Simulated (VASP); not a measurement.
A run of VASP 6.6.1 is set up as follows.

Contents of INCAR:

```
SYSTEM = WSe2
  PREC = Accurate
  ENCUT = 600
  EDIFF = 1E-7
  ISMEAR = 0
  SIGMA = 0.03
  LREAL = .FALSE.
  LASPH = .TRUE.
  NELM = 80
  ALGO = Normal
  ISIF = 3
  LWAVE = .FALSE.
  LCHARG = .FALSE.
  GGA = PE
  IBRION = 2
  NSW = 90
  EDIFFG = -0.005
  LATTICE_CONSTRAINTS = .TRUE. .TRUE. .FALSE.
```

KPOINTS

```
Automatic mesh
0
G
  12 12 1
  0 0 0
```

POSCAR

```
WSe2                                    
1.0
    3.3215639358      0.0000000000      0.0000000000
   -1.6607819679      2.8765587503      0.0000000000
    0.0000000000      0.0000000000     21.3462600000
  Se              W             
     2     1
Direct
     0.3333333300000021    0.6666666699999979    0.4212605370609529
     0.3333333300000021    0.6666666699999979    0.5787394629390471
     0.6666666699999979    0.3333333300000021    0.5000000000000000
```

Potentials or basis: VASP PAW PBE potentials, release 64 (Se, W_sv).

Run with:

```sh
$ cat potpaw_PBE.64/Se/POTCAR potpaw_PBE.64/W_sv/POTCAR > POTCAR
$ mpirun -np 1 vasp_std > vasp.out
```

(1) Estimate the band gap on the k mesh.

Answers

(1) 1.55 eV, direct.

Caveat: spin-orbit coupling is left out, which moves the levels of the heavy elements.
